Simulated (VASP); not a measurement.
Output of a VASP run:

### OSZICAR
```
       N       E                     dE             d eps       ncg     rms          rms(c)
DAV:   1     0.988218195053E+02    0.98822E+02   -0.69153E+03   480   0.118E+03
DAV:   2    -0.112275664530E+02   -0.11005E+03   -0.10376E+03   800   0.253E+02
DAV:   3    -0.197505851487E+02   -0.85230E+01   -0.84938E+01   620   0.708E+01
DAV:   4    -0.198651505703E+02   -0.11457E+00   -0.11450E+00   572   0.107E+01
DAV:   5    -0.198671493133E+02   -0.19987E-02   -0.19983E-02   600   0.133E+00    0.299E+00
DAV:   6    -0.202483300745E+02   -0.38118E+00   -0.34180E+00   480   0.262E+01    0.119E+00
DAV:   7    -0.198696932549E+02    0.37864E+00   -0.58933E-01   556   0.724E+00    0.903E-01
DAV:   8    -0.200068645341E+02   -0.13717E+00   -0.17029E-01   576   0.346E+00    0.848E-01
DAV:   9    -0.199802057572E+02    0.26659E-01   -0.75903E-02   524   0.194E+00    0.490E-01
DAV:  10    -0.200090973824E+02   -0.28892E-01   -0.27258E-02   496   0.174E+00    0.409E-01
DAV:  11    -0.200172668792E+02   -0.81695E-02   -0.41436E-03   584   0.482E-01    0.279E-01
DAV:  12    -0.200180409312E+02   -0.77405E-03   -0.94585E-03   544   0.722E-01    0.533E-02
DAV:  13    -0.200194048353E+02   -0.13639E-02   -0.11630E-03   492   0.354E-01    0.368E-02
DAV:  14    -0.200194483253E+02   -0.43490E-04   -0.31329E-05   576   0.625E-02    0.136E-02
DAV:  15    -0.200194376145E+02    0.10711E-04   -0.50403E-05   504   0.632E-02    0.646E-03
DAV:  16    -0.200194664886E+02   -0.28874E-04   -0.21344E-05   528   0.500E-02    0.282E-03
DAV:  17    -0.200194671963E+02   -0.70774E-06   -0.86271E-07   384   0.821E-03
   1 F= -.20019467E+02 E0= -.20019467E+02  d E =-.200195E+02
```

**OUTCAR**
```
------------------------ aborting loop because EDIFF is reached ----------------------------------------
  FORCE on cell =-STRESS in cart. coord.  units (eV):
  Direction    XX          YY          ZZ          XY          YZ          ZX
  --------------------------------------------------------------------------------------
  Total       -0.0177923     -0.0177923     -0.0177923      0.0000000      0.0000000      0.0000000
  in kB       -0.3852117     -0.3852117     -0.3852117      0.0000000      0.0000000      0.0000000
  external PRESSURE =      -0.3852117 kB  Pullay stress =       0.0000000 kB
  volume of cell :       74.00
      direct lattice vectors                 reciprocal lattice vectors
     4.198374172  0.000000000  0.000000000     0.238187441  0.000000000  0.000000000
     0.000000000  4.198374172  0.000000000     0.000000000  0.238187441  0.000000000
     0.000000000  0.000000000  4.198374172     0.000000000  0.000000000  0.238187441
 POSITION                                       TOTAL-FORCE (eV/Angst)
 -----------------------------------------------------------------------------------
      0.00000      0.00000      0.00000         0.000000      0.000000      0.000000
      2.09919      2.09919      2.09919         0.000000      0.000000      0.000000
 -----------------------------------------------------------------------------------
    total drift:                               -0.000000      0.000000      0.000000
  FREE ENERGIE OF THE ION-ELECTRON SYSTEM (eV)
  ---------------------------------------------------
  free  energy   TOTEN  =       -20.0194671963 eV

  energy  without entropy=      -20.0194671963  energy(sigma->0) =      -20.01946720

 reached required accuracy - stopping structural energy minimisation
```
(Selected blocks of OUTCAR.)

File POSCAR:
```
CsCl
1
    4.1983741716     0.0000000000    -0.0000000000
    0.0000000000     4.1983741716    -0.0000000000
    0.0000000000     0.0000000000     4.1983741716
Cs Cl
1 1
Direct
  0.0000000000   0.0000000000   0.0000000000
  0.5000000000   0.5000000000   0.5000000000
```

**Question.** Reconstruct the remaining input files.

**Answer.** Several could match; the one computed here: the input of the run itself, TPSS meta-GGA, plane waves, VASP's PBE PAW potentials (set 64).

File KPOINTS:
```
K-points
0
Gamma
6 6 6
0 0 0
```

INCAR:
```
SYSTEM = CsCl
PREC = Accurate
ENCUT = 520
EDIFF = 1E-6
NELM = 100
ALGO = Normal
LREAL = .FALSE.
LASPH = .TRUE.
ISMEAR = 0
SIGMA = 0.05
METAGGA = TPSS
LMIXTAU = .TRUE.
LMAXMIX = 4
LWAVE = .FALSE.
LCHARG = .FALSE.
IBRION = 2
ISIF = 3
NSW = 60
EDIFFG = -0.01
```

POTCAR, in this order: Cs_sv Cl (PBE.64 set). Program: vasp_std.

The compound is CsCl in the CsCl type structure. It was relaxed first, which changed the volume by +6 %. The start is the result of an earlier pass.
